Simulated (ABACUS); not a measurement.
BP in ABACUS: the effect of functional

BP:

```xyz
2
Lattice="0.0000 2.2840 2.2840 2.2840 0.0000 2.2840 2.2840 2.2840 0.0000" Properties=species:S:1:pos:R:3 pbc="T T T"
P     3.4260    3.4260    3.4260
B     0.0000    0.0000    0.0000
```

The cell isn't the ideal one: volume scaled by 1.02.

Alike in all runs:

* Program: ABACUS 3.10.1
* Task: equation of state
* Potentials or basis: SG15 ONCV 1.2 PBE
* Cutoff: 1034 eV
* Density cutoff: 4136 eV
* Basis: plane waves
* k mesh: 7 × 7 × 7
* Occupations: fermi-dirac, width 0.05 eV
* Spin: no spin polarisation

```csv
functional,gap on the mesh (eV),pressure (GPa)
LDA,1.13,-4.0
PBEsol,1.15,-4.1
PW91,1.33,-2.7
WC,1.18,-4.2
r2SCAN,1.44,-3.5
TPSS,?,?
```

Task: What does the run with functional TPSS give?

Result: gap on the mesh 1.42 eV; pressure -2.2 GPa.

Caveats: the potentials were made for another functional, which shifts forces and pressure; an odd mesh through Γ misses points on the zone boundary, where band edges often lie.

Runs at the PBE level aren't shown here.
